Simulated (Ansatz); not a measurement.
A run of Ansatz 0.2.0:

input.yaml

```yaml
crystal:
  lattice:
    - [2.5221, 0.0, 0.0]
    - [-1.26105, 2.1842026709, 0.0]
    - [0.0, 0.0, 12.3557]
  atoms:
    - { symbol: C, position: [0.6666666667, 0.3333333333, 0.35417] }
    - { symbol: C, position: [0.3333333333, 0.6666666667, 0.85417] }
    - { symbol: C, position: [0.6666666667, 0.3333333333, 0.14583] }
    - { symbol: C, position: [0.3333333333, 0.6666666667, 0.64583] }
    - { symbol: C, position: [0.6666666667, 0.3333333333, 0.47917] }
    - { symbol: C, position: [0.3333333333, 0.6666666667, 0.97917] }
    - { symbol: C, position: [0.6666666667, 0.3333333333, 0.02083] }
    - { symbol: C, position: [0.3333333333, 0.6666666667, 0.52083] }
    - { symbol: C, position: [0.0, 0.0, 0.8125] }
    - { symbol: C, position: [0.0, 0.0, 0.3125] }
    - { symbol: C, position: [0.0, 0.0, 0.6875] }
    - { symbol: C, position: [0.0, 0.0, 0.1875] }
hamiltonian:
  xc: pbe
  pseudopotentials: { kind: paw, source: jth }
kpoints:
  mp_grid: { grid: [12, 12, 3] }
  band_path:
    path:
      - [[0.0, 0.0, 0.0], [0.5, 0.0, 0.0], [0.3333333333, 0.3333333333, 0.0], [0.0, 0.0, 0.0], [0.0, 0.0, 0.5], [0.5, 0.0, 0.5], [0.3333333333, 0.3333333333, 0.5], [0.0, 0.0, 0.5]]
      - [[0.5, 0.0, 0.5], [0.5, 0.0, 0.0]]
      - [[0.3333333333, 0.3333333333, 0.0], [0.3333333333, 0.3333333333, 0.5]]
    npoints: 10
scf:
  occupations: { method: fermi_dirac, width: 0.05 }
  n_extra_bands: 30
output:
  forces: true
  stress: true
  eigenvalues: true
  fatbands: false
  write_density: true
  write_potential: true
  elf: true
  volumetric_format: npy
```

Potentials or basis: JTH PAW.

Run with:

```console
$ ansatz run input.yaml --threads 2 --pin off --max-ram 5120MiB --backend cpu --events-out ev --progress --plain --runs-dir out
```

Hardware: 2 threads of Intel(R) Xeon(R) Platinum 8488C (Sapphire Rapids), on a shared host.

Task: How long does it take, and how much memory?

Result: It took 21 s on 2 threads of Intel(R) Xeon(R) Platinum 8488C (Sapphire Rapids) (shared host), peak memory 0.92 GiB. Counts: scf iterations 7, plane waves 3333, k points 38, bands 54.
